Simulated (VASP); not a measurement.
**VASP 6.6.1, PBE single-point calculation, PbS (rocksalt)**

INCAR

```
LREAL = .FALSE.
NBANDS = 17
LASPH = .TRUE.
LELF = .TRUE.
EDIFF = 1E-7
ENCUT = 520
NELM = 120
LCHARG = .TRUE.
NSW = 0
LWAVE = .FALSE.
SIGMA = 0.02
ISIF = 2
ISMEAR = -1
IBRION = -1
GGA = PE
PREC = Accurate
```

KPOINTS

```
KPOINTS created by Atomic Simulation Environment
0
Gamma
8 8 8
0 0 0
```

KPOINTS_OPT

```
special points
7
Reciprocal
0.0000000000 0.0000000000 0.0000000000 1
0.5000000000 0.0000000000 0.5000000000 1
0.6250000000 0.2500000000 0.6250000000 1
0.3750000000 0.3750000000 0.7500000000 1
0.5000000000 0.5000000000 0.5000000000 1
0.5000000000 0.2500000000 0.7500000000 1
0.0000000000 0.0000000000 0.5000000000 1
```

POSCAR

```
Pb S
 1.0000000000000000
    -0.0000000000000000    2.9872326629076547    2.9872326629076547
     2.9872326629076547   -0.0000000000000000    2.9872326629076547
     2.9872326629076547    2.9872326629076547    0.0000000000000000
 Pb  S
   1   1
Cartesian
 -0.0000000000000000  0.0000000000000000  0.0000000000000000
  2.9872326629076547  2.9872326629076547  2.9872326629076547
```

VASP ran with the recommended PBE PAW datasets (20 valence electrons in the cell).

Command

```
mpirun -np 1 vasp_std
```

OSZICAR

```
N       E                     dE             d eps       ncg     rms          rms(c)
DAV:   1     0.159682334067E+03    0.15968E+03   -0.96430E+03   986   0.124E+03
DAV:   2     0.336999044425E+01   -0.15631E+03   -0.15109E+03  1052   0.317E+02
DAV:   3    -0.895645217880E+01   -0.12326E+02   -0.12045E+02  1342   0.935E+01
DAV:   4    -0.925730978730E+01   -0.30086E+00   -0.30067E+00  1241   0.160E+01
DAV:   5    -0.926913672814E+01   -0.11827E-01   -0.11826E-01  1531   0.306E+00    0.447E+00
DAV:   6    -0.876280244290E+01    0.50633E+00   -0.14604E+00  1535   0.802E+00    0.315E+00
DAV:   7    -0.876381921225E+01   -0.10168E-02   -0.14259E-01  1150   0.187E+00    0.183E+00
DAV:   8    -0.876757951371E+01   -0.37603E-02   -0.16731E-02  1172   0.138E+00    0.294E-01
DAV:   9    -0.876704456069E+01    0.53495E-03   -0.36833E-03  1550   0.520E-01    0.847E-02
DAV:  10    -0.876723923208E+01   -0.19467E-03   -0.39089E-04  1095   0.113E-01    0.593E-02
DAV:  11    -0.876724573054E+01   -0.64985E-05   -0.63611E-05  1368   0.859E-02    0.170E-02
DAV:  12    -0.876724661233E+01   -0.88179E-06   -0.45365E-06  1265   0.219E-02    0.386E-03
DAV:  13    -0.876724660416E+01    0.81670E-08   -0.24782E-07  1303   0.493E-03
   1 F= -.87672466E+01 E0= -.87672465E+01  d E =-.120926E-06
       N       E                     dE             ncg
DAV:   1     0.123306257004E+04   -0.36955E+04      238
DAV:   2     0.174964746803E+03   -0.10581E+04      271
DAV:   3     0.986629189164E+02   -0.76302E+02      307
DAV:   4     0.968447865364E+02   -0.18181E+01      307
DAV:   5     0.967730037008E+02   -0.71783E-01      354
DAV:   6     0.967706629882E+02   -0.23407E-02      321
DAV:   7     0.967706022940E+02   -0.60694E-04      370
DAV:   8     0.967706017745E+02   -0.51952E-06      297
DAV:   9     0.967706017656E+02   -0.88916E-08      248
```

From OUTCAR

```
k-points           NKPTS =     29   k-points in BZ     NKDIM =     29   number of bands    NBANDS=     17

   NELECT =      20.0000    total number of electrons

   dimension x,y,z NGX =    32 NGY =   32 NGZ =   32
   dimension x,y,z NGXF=    64 NGYF=   64 NGZF=   64

  energy-cutoff  :      520.00
  volume of cell :       53.31
      direct lattice vectors                 reciprocal lattice vectors
     0.000000000  2.987232663  2.987232663    -0.167378995  0.167378995  0.167378995
     2.987232663  0.000000000  2.987232663     0.167378995 -0.167378995  0.167378995
     2.987232663  2.987232663  0.000000000     0.167378995  0.167378995 -0.167378995

 k-points in reciprocal lattice and weights: KPOINTS created by Atomic Simulation Env
   0.00000000  0.00000000  0.00000000       0.002
   0.12500000  0.00000000  0.00000000       0.016
   0.25000000  0.00000000  0.00000000       0.016
   0.37500000  0.00000000  0.00000000       0.016
   0.50000000  0.00000000  0.00000000       0.008
   0.12500000  0.12500000  0.00000000       0.012
   0.25000000  0.12500000  0.00000000       0.047
   0.37500000  0.12500000  0.00000000       0.047
   ...

 E-fermi :   5.7382

 k-point     1 :       0.0000    0.0000    0.0000
  band No.  band energies     occupation
      1     -11.2504      2.00000
      2     -11.2504      2.00000
      3     -11.2504      2.00000
      4     -11.2335      2.00000
      5     -11.2335      2.00000
      6      -7.8639      2.00000
      7      -0.5354      2.00000
      8       3.4740      2.00000
      9       3.4740      2.00000
     10       3.4740      2.00000
     11      10.6885      0.00000
     12      10.6885      0.00000
     13      10.6885      0.00000
     14      12.3256      0.00000
     15      12.3256      0.00000
     16      12.3256      0.00000
     17      14.2605      0.00000

 k-point     2 :       0.1250    0.0000    0.0000
  band No.  band energies     occupation
      1     -11.2497      2.00000
      2     -11.2475      2.00000
      3     -11.2475      2.00000
      4     -11.2343      2.00000
      5     -11.2343      2.00000
      6      -7.7354      2.00000
      7      -0.9543      2.00000
      8       3.5140      2.00000
      9       3.5140      2.00000
     10       3.7841      2.00000
     11       9.5061      0.00000
     12       9.9437      0.00000
     13       9.9437      0.00000
     14      12.2625      0.00000
     15      12.6865      0.00000
     16      12.6865      0.00000
     17      15.4101      0.00000

 k-point     3 :       0.2500    0.0000    0.0000
  band No.  band energies     occupation
      1     -11.2520      2.00000
      2     -11.2520      2.00000
      3     -11.2483      2.00000
      4     -11.2247      2.00000
      5     -11.2247      2.00000
      6      -7.3795      2.00000
      7      -1.8681      2.00000
      8       3.6275      2.00000
      9       3.6275      2.00000
     10       4.4049      2.00000
     11       7.9038      0.00000
     12       8.7709      0.00000
     13       8.7709      0.00000
     14      12.4331      0.00000
     15      13.5288      0.00000
     16      13.5288      0.00000
     17      17.3445      0.00000

 k-point     4 :       0.3750    0.0000    0.0000
  band No.  band energies     occupation
      1     -11.2608      2.00000
      2     -11.2608      2.00000
      3     -11.2473      2.00000
      4     -11.2108      2.00000
      5     -11.2108      2.00000
      6      -6.9205      2.00000
      7      -2.7737      2.00000
      8       3.7739      2.00000
      9       3.7739      2.00000
     10       5.0267      2.00000
     11       6.6653      0.00000
     12       7.8833      0.00000
     13       7.8833      0.00000
     14      13.2734      0.00000
     15      14.7468      0.00000
     16      14.7468      0.00000
     17      17.2460      0.00000

 k-point     5 :       0.5000    0.0000    0.0000
  band No.  band energies     occupation
      1     -11.2646      2.00000
      2     -11.2646      2.00000
      3     -11.2470      2.00000
      4     -11.2048      2.00000
      5     -11.2048      2.00000
      6      -6.6755      2.00000
      7      -3.1835      2.00000
      8       3.8483      2.00000
      9       3.8483      2.00000
     10       5.5174      1.99997
     11       5.9589      0.00003
     12       7.5491      0.00000
     13       7.5491      0.00000
     14      14.1765      0.00000
     15      15.6981      0.00000
     16      15.6981      0.00000
     17      16.0438      0.00000

 k-point     6 :       0.1250    0.1250    0.0000
  band No.  band energies     occupation
      1     -11.2538      2.00000
      2     -11.2445      2.00000
      3     -11.2425      2.00000
      4     -11.2425      2.00000
      5     -11.2300      2.00000
      6      -7.6907      2.00000
      7      -1.0089      2.00000
      8       3.2805      2.00000
      9       3.2805      2.00000
     10       4.2261      2.00000
     11       8.5939      0.00000
     12      10.3854      0.00000
     13      10.3854      0.00000
     14      11.4176      0.00000
     15      13.4282      0.00000
     16      13.4282      0.00000
     17      14.8618      0.00000

 k-point     7 :       0.2500    0.1250    0.0000
  band No.  band energies     occupation
      1     -11.2596      2.00000
      2     -11.2532      2.00000
      3     -11.2408      2.00000
      4     -11.2329      2.00000
      5     -11.2215      2.00000
      6      -7.4059      2.00000
      7      -1.6167      2.00000
      8       3.1770      2.00000
      9       3.2492      2.00000
     10       4.5645      2.00000
     11       7.5768      0.00000
     12       9.5498      0.00000
     13       9.8070      0.00000
     14      11.5132      0.00000
     15      13.9002      0.00000
     16      14.2386      0.00000
     17      16.1013      0.00000

 k-point     8 :       0.3750    0.1250    0.0000
  band No.  band energies     occupation
      1     -11.2724      2.00000
      2     -11.2486      2.00000
      3     -11.2483      2.00000
      4     -11.2227      2.00000
      5     -11.2085      2.00000
      6      -6.9702      2.00000
      7      -2.4392      2.00000
      8       3.2558      2.00000
      9       3.2989      2.00000
     10       4.4858      2.00000
     11       7.1696      0.00000
     12       8.7170      0.00000
     13       8.8807      0.00000
     14      12.1918      0.00000
     15      14.7115      0.00000
     16      15.3014      0.00000
     17      17.1944      0.00000

 k-point     9 :       0.5000    0.1250    0.0000
  band No.  band energies     occupation
      1     -11.2768      2.00000
      2     -11.2561      2.00000
      3     -11.2437      2.00000
      4     -11.2146      2.00000
      5     -11.2039      2.00000
      6      -6.6254      2.00000
      7      -3.0108      2.00000
      8       3.0921      2.00000
      9       3.5006      2.00000
     10       4.5894      2.00000
     11       6.8581      0.00000
     12       8.1175      0.00000
     13       8.5553      0.00000
     14      13.3808      0.00000
     15      15.5266      0.00000
     16      15.8497      0.00000
     17      16.1599      0.00000

 k-point    10 :      -0.3750    0.1250    0.0000
  band No.  band energies     occupation
      1     -11.2707      2.00000
      2     -11.2579      2.00000
      3     -11.2431      2.00000
      4     -11.2120      2.00000
      5     -11.2114      2.00000
      6      -6.7092      2.00000
      7      -2.9000      2.00000
      8       2.8253      2.00000
      9       3.7886      2.00000
     10       4.9771      2.00000
     11       6.5653      0.00000
     12       7.7676      0.00000
     13       8.9222      0.00000
     14      13.6202      0.00000
     15      14.6008      0.00000
     16      15.6694      0.00000
     17      16.5007      0.00000

 k-point    11 :      -0.2500    0.1250    0.0000
  band No.  band energies     occupation
      1     -11.2582      2.00000
      2     -11.2526      2.00000
      3     -11.2460      2.00000
      4     -11.2270      2.00000
      5     -11.2167      2.00000
      6      -7.1265      2.00000
      7      -2.2233      2.00000
      8       2.7902      2.00000
      9       3.9067      2.00000
     10       4.9559      2.00000
     11       6.9879      0.00000
     12       8.0280      0.00000
     13       9.4470      0.00000
     14      12.9392      0.00000
     15      13.4010      0.00000
     16      15.1513      0.00000
     17      16.3484      0.00000

 ...

  Total        0.2894223      0.2894223      0.2894223      0.0000000      0.0000000     -0.0000000
  in kB        8.6977214      8.6977214      8.6977214      0.0000000      0.0000000     -0.0000000
  external PRESSURE =       8.6977214 kB  Pullay stress =       0.0000000 kB

 POSITION                                       TOTAL-FORCE (eV/Angst)
 -----------------------------------------------------------------------------------
      0.00000      0.00000      0.00000         0.000000      0.000000     -0.000000
      2.98723      2.98723      2.98723        -0.000000     -0.000000      0.000000
 -----------------------------------------------------------------------------------
    total drift:                                0.000000     -0.000000     -0.000000

  FREE ENERGIE OF THE ION-ELECTRON SYSTEM (eV)
  ---------------------------------------------------
  free  energy   TOTEN  =        -8.7672466042 eV

  energy  without entropy=       -8.7672464832  energy(sigma->0) =       -8.76724654
```

The gap between bands v and c is 0.44 eV, the least direct gap is 0.44 eV and the pressure is 0.9 GPa.

Band v is the last that the valence electrons fill when counted band by band, and c is the next.

The run took about 32 s on one core of a shared host (Intel Xeon Platinum 8488C) and held 0.19 GiB at most.
